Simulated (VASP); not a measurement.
# SrCl2 (Fm-3m) in VASP: notebook

Aim: see how the results for SrCl2 move with the level of theory and the settings. Levels: LDA, PBEsol. Tasks: relaxation of cell and atoms.

Everything below comes from runs of VASP 6.6.1. Logs are shortened: lines on timing, memory, paths and dates and some standing lists are left out, and cuts for length are marked.

**1. The structure**

The structure is cubic, space group Fm-3m (No. 225). Conventional cell: a = 6.977 Å, b = 6.977 Å, c = 6.977 Å, α = 90.00°, β = 90.00°, γ = 90.00°. Around Sr (site symmetry m-3m) lie 8 Cl at 3.02 Å. Cl (site symmetry -43m) has 4 Sr at 3.02 Å as nearest neighbours.

**2. Relaxation of cell and atoms, LDA**

INCAR

```
SYSTEM = SrCl2
PREC     = Accurate       ! precision mode
ENCUT    = 600            ! plane-wave cutoff, eV
EDIFF    = 1E-6           ! SCF threshold, eV
ISMEAR   = 0              ! smearing method
SIGMA    = 0.03           ! smearing width, eV
LREAL    = .FALSE.        ! projectors in reciprocal space
LASPH    = .TRUE.         ! aspherical terms in the spheres
NELM     = 80             ! most SCF steps
ALGO     = Normal         ! electronic algorithm
ISIF     = 3              ! what is computed and relaxed
LWAVE    = .FALSE.        ! write WAVECAR
LCHARG   = .FALSE.        ! write CHGCAR
GGA      = CA             ! functional
IBRION   = 2              ! ionic algorithm
NSW      = 90             ! ionic steps
EDIFFG   = -0.01          ! ionic threshold
KPAR     = 2
```

KPOINTS

```
Automatic mesh
0
G
  8 8 8
  0 0 0
```

POSCAR

```
SrCl2
1.0
    0.0000000000      3.4883500000      3.4883500000
    3.4883500000      0.0000000000      3.4883500000
    3.4883500000      3.4883500000      0.0000000000
Sr Cl
1 2
Direct
    0.0000000000      0.0000000000      0.0000000000
    0.2500000000      0.2500000000      0.2500000000
    0.7500000000      0.7500000000      0.7500000000
```

Potentials or basis: VASP PAW LDA potentials, release 64 (Sr_sv, Cl).

Command:

```sh
cat potpaw_LDA.64/Sr_sv/POTCAR potpaw_LDA.64/Cl/POTCAR > POTCAR
mpirun -np 2 vasp_std > vasp.out
```

OUTCAR:

```text
SYSTEM = SrCl2
   PREC = Accurate
   ENCUT = 600
   EDIFF = 1E-6
   ISMEAR = 0
   LREAL = .FALSE.
   LASPH = .TRUE.
   NELM = 80
   ISIF = 3
   GGA = CA
   IBRION = 2
   NSW = 90
   EDIFFG = -0.01

 ion  position               nearest neighbor table
   1  0.000  0.000  0.000-   3 3.02   3 3.02   3 3.02   2 3.02   3 3.02   2 3.02   2 3.02   2 3.02

   2  0.250  0.250  0.250-   1 3.02   1 3.02   1 3.02   1 3.02
   3  0.750  0.750  0.750-   1 3.02   1 3.02   1 3.02   1 3.02

  LATTYP: Found a face centered cubic cell.
 ALAT       =     6.9767000000

  Lattice vectors:

 A1 = (   0.0000000000,   3.4883500000,   3.4883500000)
 A2 = (   3.4883500000,   0.0000000000,   3.4883500000)
 A3 = (   3.4883500000,   3.4883500000,   0.0000000000)

Analysis of symmetry for initial positions (statically):
=====================================================================
 Subroutine PRICEL returns:
 Original cell was already a primitive cell.

 Routine SETGRP: Setting up the symmetry group for a
 face centered cubic supercell.

 Subroutine GETGRP returns: Found 48 space group operations
 (whereof 48 operations were pure point group operations)
 out of a pool of 48 trial point group operations.

The static configuration has the point symmetry O_h .

Analysis of symmetry for dynamics (positions and initial velocities):
=====================================================================
 Subroutine PRICEL returns:
 Original cell was already a primitive cell.

 Routine SETGRP: Setting up the symmetry group for a
 face centered cubic supercell.

 Subroutine GETGRP returns: Found 48 space group operations
 (whereof 48 operations were pure point group operations)
 out of a pool of 48 trial point group operations.

The dynamic configuration has the point symmetry O_h .

 Subroutine INISYM returns: Found 48 space group operations
 (whereof 48 operations are pure point group operations),
 and found     1 'primitive' translations

----------------------------------------------------------------------------------------

                                     Primitive cell

  volume of cell :      84.8966

  direct lattice vectors                    reciprocal lattice vectors
     0.000000000  3.488350000  3.488350000    -0.143334241  0.143334241  0.143334241
     3.488350000  0.000000000  3.488350000     0.143334241 -0.143334241  0.143334241
     3.488350000  3.488350000  0.000000000     0.143334241  0.143334241 -0.143334241

  length of vectors
     4.933271880  4.933271880  4.933271880     0.248262188  0.248262188  0.248262188

  position of ions in fractional coordinates (direct lattice)
     0.000000000  0.000000000  0.000000000
     0.250000000  0.250000000  0.250000000
     0.750000000  0.750000000  0.750000000

  ion indices of the primitive-cell ions
   primitive index   ion index
                 1           1
                 2           2
                 3           3

----------------------------------------------------------------------------------------

 KPOINTS: Automatic mesh

Automatic generation of k-mesh.
 Grid dimensions read from file:
 generate k-points for:    8    8    8

 Generating k-lattice:

  Cartesian coordinates                     Fractional coordinates (reciprocal lattice)
    -0.017916780  0.017916780  0.017916780     0.125000000  0.000000000  0.000000000
     0.017916780 -0.017916780  0.017916780     0.000000000  0.125000000  0.000000000
     0.017916780  0.017916780 -0.017916780     0.000000000  0.000000000  0.125000000

  Length of vectors
     0.031032774  0.031032774  0.031032774

  Shift w.r.t. Gamma in fractional coordinates (k-lattice)
     0.000000000  0.000000000  0.000000000

 Subroutine IBZKPT returns following result:
 ===========================================

 Found     29 irreducible k-points:

 Following reciprocal coordinates:
            Coordinates               Weight
  0.000000  0.000000  0.000000      1.000000
  0.125000  0.000000  0.000000      8.000000
  0.250000  0.000000  0.000000      8.000000
  0.375000  0.000000  0.000000      8.000000
  0.500000  0.000000  0.000000      4.000000
  0.125000  0.125000  0.000000      6.000000
[... 16 lines left out ...]
  0.500000  0.250000  0.125000     48.000000
 -0.375000  0.250000  0.125000     24.000000
 [... further k-points ...]
   k-points           NKPTS =     29   k-points in BZ     NKDIM =     29   number of bands    NBANDS=     16
   number of dos      NEDOS =    301   number of ions     NIONS =      3
   total plane-waves  NPLWV =  64000
   dimension x,y,z NGX =    40 NGY =   40 NGZ =   40
   dimension x,y,z NGXF=    80 NGYF=   80 NGZF=   80
   ions per type =               1   2
   NGX,Y,Z   is equivalent  to a cutoff of  13.48, 13.48, 13.48 a.u.
   NGXF,Y,Z  is equivalent  to a cutoff of  26.96, 26.96, 26.96 a.u.
 SYSTEM =  SrCl2
   PREC   = accura    normal or accurate (medium, high low for compatibility)
   ISTART =      0    job   : 0-new  1-cont  2-samecut
   ICHARG =      2    charge: 1-file 2-atom 10-const
   ISPIN  =      1    spin polarized calculation?
   LNONCOLLINEAR =      F non collinear calculations
   LSORBIT =      F    spin-orbit coupling
   LASPH  =      T    aspherical Exc in radial PAW
   ENCUT  =  600.0 eV  44.10 Ry    6.64 a.u.   9.85  9.85  9.85*2*pi/ulx,y,z
   NELM   =     80;   NELMIN=  2; NELMDL= -5     # of ELM steps
   EDIFF  = 0.1E-05   stopping-criterion for ELM
   LREAL  =      F    real-space projection
   EDIFFG = -.1E-01   stopping-criterion for IOM
   NSW    =     90    number of steps for IOM
   IBRION =      2    ionic relax: 0-MD 1-quasi-New 2-CG
   NFREE  =      1    steps in history (QN), initial steepest desc. (CG)
   ISIF   =      3    stress and relaxation
   ISYM   =      2    0-nonsym 1-usesym 2-fastsym
   POTIM  = 0.5000    time-step for ionic-motion
   TEBEG  =    0.0;   TEEND  =   0.0 temperature during run
   PSTRESS=    0.0 pullay stress
   NELECT =      24.0000    total number of electrons
   NUPDOWN=      -1.0000    fix difference up-down
   EMIN   =  10.00;   EMAX   =-10.00  energy-range for DOS
   EFERMI =   0.00;   METHOD = LEGACY
   ISMEAR =     0;   SIGMA  =   0.03  broadening in eV -4-tet -1-fermi 0-gaus
   EFERMI_NEDOS =   21; number of points for ismear=-14 and -15
   IALGO  =     38    algorithm
   IMIX   =      4    mixing-type and parameters
     AMIX     =   0.40;   BMIX     =  1.00
     AMIX_MAG =   1.60;   BMIX_MAG =  1.00
  volume/ion in A,a.u.               =      28.30       190.97
  Fermi-wavevector in a.u.,A,eV,Ry     =   1.074439  2.030396 15.706833  1.154420
  Thomas-Fermi vector in A             =   2.210267
   LORBIT       =      0    0 simple, 1 ext, 2 COOP (PROOUT), +10 PAW based schemes
   GGA     = CA    functional components
   LHFCALC =     F    Hartree Fock is set to
   AEXX    =    0.0000 exact exchange contribution
   IVDW    =     0    specifies the selected vdW correction
   LEPSILON=     F    determine dielectric tensor
   LRPA    =     F    only Hartree local field effects (RPA)
 conjugate gradient relaxation of ions
 non-spin polarized calculation
 Gauss-broadening in eV      SIGMA  =   0.03
  energy-cutoff  :      600.00
  volume of cell :       84.90
 maximum number of plane-waves:      2874
   NGX = 19   NGY = 19   NGZ = 19

--------------------------------------- Ionic step        1  -------------------------------------------

 number of electron      23.9999999 magnetization

 Free energy of the ion-electron system (eV)
  ---------------------------------------------------
  ext. energy  EPLUGINS =         0.00000000
  ---------------------------------------------------
  free energy    TOTEN  =       -14.02591719 eV

  energy without entropy =      -14.02591719  energy(sigma->0) =      -14.02591719

------------------------ aborting loop because EDIFF is reached ----------------------------------------

  FORCE on cell =-STRESS in cart. coord.  units (eV):
  Direction    XX          YY          ZZ          XY          YZ          ZX
  --------------------------------------------------------------------------------------
  -------------------------------------------------------------------------------------
  Total       -1.4205017     -1.4205017     -1.4205017      0.0000000      0.0000000     -0.0000000
  in kB      -26.8078630    -26.8078630    -26.8078630      0.0000000      0.0000000     -0.0000000
  external PRESSURE =     -26.8078630 kB  Pullay stress =       0.0000000 kB

 VOLUME and BASIS-vectors are now :
 -----------------------------------------------------------------------------
  energy-cutoff  :      600.00
  volume of cell :       84.90
      direct lattice vectors                 reciprocal lattice vectors
     0.000000000  3.488350000  3.488350000    -0.143334241  0.143334241  0.143334241
     3.488350000  0.000000000  3.488350000     0.143334241 -0.143334241  0.143334241
     3.488350000  3.488350000  0.000000000     0.143334241  0.143334241 -0.143334241
[... 38 lines left out ...]
 POSITION                                       TOTAL-FORCE (eV/Angst)
 -----------------------------------------------------------------------------------
      3.40867      3.40867      6.81733         0.000000      0.000000      0.000000
      1.70433      1.70433      1.70433        -0.000000      0.000000      0.000000
      5.11300      5.11300      5.11300        -0.000000     -0.000000     -0.000000
 -----------------------------------------------------------------------------------
    total drift:                               -0.000000     -0.000000      0.000000

  FREE ENERGIE OF THE ION-ELECTRON SYSTEM (eV)
  ---------------------------------------------------
  free  energy   TOTEN  =       -14.0786463063 eV

  energy  without entropy=      -14.0786463063  energy(sigma->0) =      -14.07864631

--------------------------------------- Ionic step        3  -------------------------------------------

 number of electron      24.0000002 magnetization

 Free energy of the ion-electron system (eV)
  ---------------------------------------------------
  ext. energy  EPLUGINS =         0.00000000
  ---------------------------------------------------
  free energy    TOTEN  =       -14.07871567 eV

  energy without entropy =      -14.07871567  energy(sigma->0) =      -14.07871567

 E-fermi :   0.6357     XC(G=0):  -9.1070

 val. band max:        0.4623526196   @ k =   0.5000   0.5000   0.0000
 cond. band min:       5.5616269464   @ k =   0.5000   0.5000   0.0000
 fundamental gap:      5.0992743268
 Fermi energy:         0.6357214674

 k-point     1 :       0.0000    0.0000    0.0000
  band No.  band energies     occupation
      1     -32.0207      2.00000
      2     -14.1582      2.00000
      3     -14.1582      2.00000
      4     -14.1582      2.00000
      5     -13.0121      2.00000
      6     -11.9685      2.00000
[... 8 lines left out ...]
     15       6.2311      0.00000
     16       9.2860      0.00000
[... 419 lines left out ...]
 k-point    24 :      -0.3750    0.2500    0.1250
  band No.  band energies     occupation
      1     -32.0144      2.00000
      2     -14.5539      2.00000
      3     -14.3465      2.00000
      4     -14.1911      2.00000
      5     -12.3105      2.00000
      6     -12.0292      2.00000
[... 8 lines left out ...]
     15       7.8438      0.00000
     16       8.1612      0.00000

 [... further k-points ...]

------------------------ aborting loop because EDIFF is reached ----------------------------------------

  FORCE on cell =-STRESS in cart. coord.  units (eV):
  Direction    XX          YY          ZZ          XY          YZ          ZX
  --------------------------------------------------------------------------------------
  -------------------------------------------------------------------------------------
  Total       -0.0029139     -0.0029139     -0.0029139      0.0000000     -0.0000000      0.0000000
  in kB       -0.0590831     -0.0590831     -0.0590831      0.0000000     -0.0000000      0.0000000
  external PRESSURE =      -0.0590831 kB  Pullay stress =       0.0000000 kB

 VOLUME and BASIS-vectors are now :
 -----------------------------------------------------------------------------
  energy-cutoff  :      600.00
  volume of cell :       79.02
      direct lattice vectors                 reciprocal lattice vectors
     0.000000000  3.405908303  3.405908303    -0.146803717  0.146803717  0.146803717
     3.405908303  0.000000000  3.405908303     0.146803717 -0.146803717  0.146803717
     3.405908303  3.405908303 -0.000000000     0.146803717  0.146803717 -0.146803717

 POSITION                                       TOTAL-FORCE (eV/Angst)
 -----------------------------------------------------------------------------------
      0.00000      0.00000     -0.00000        -0.000000     -0.000000      0.000000
      1.70295      1.70295      1.70295         0.000000      0.000000      0.000000
      5.10886      5.10886      5.10886        -0.000000     -0.000000     -0.000000
 -----------------------------------------------------------------------------------
    total drift:                               -0.000000     -0.000000      0.000000

  FREE ENERGIE OF THE ION-ELECTRON SYSTEM (eV)
  ---------------------------------------------------
  free  energy   TOTEN  =       -14.0787156672 eV

  energy  without entropy=      -14.0787156672  energy(sigma->0) =      -14.07871567

 reached required accuracy - stopping structural energy minimisation
```

Run time: 62 s. Hardware: 2 MPI ranks of Intel Xeon Platinum 8259CL at 2.50GHz (Skylake/Cascade Lake), shared host; peak memory 0.21 GiB.

Results:

```
Free energy                            : -14.0787 eV
Relaxed volume                         : 26.34 Å³/atom
Relaxed cell                           : a = 4.817 Å, b = 4.817 Å, c = 4.817 Å, α = 60.00°, β = 60.00°, γ = 60.00°
Space group after relaxing (to 0.05 Å) : Fm-3m (No. 225)
Energy gained by relaxing              : 17.6 meV/atom
Ionic steps                            : 3
Pressure after relaxing                : 0.0 GPa
Band gap on the k mesh                 : 5.10 eV, direct
```

The path:
```
step  energy change (eV)  largest force (eV/Å)  pressure (GPa)  volume (Å³)
   1              0.0000                0.0000           -2.68        84.90
   2             -0.0527                0.0000           -0.11        79.21
   3             -0.0528                0.0000           -0.01        79.02
```

Final structure:
```
Sr Cl
1.0
     0.00000    3.40591    3.40591
     3.40591    0.00000    3.40591
     3.40591    3.40591    0.00000
Sr Cl
1 2
Direct
  0.00000 0.00000 0.00000
  0.25000 0.25000 0.25000
  0.75000 0.75000 0.75000
```

[end of part 1 of 2]
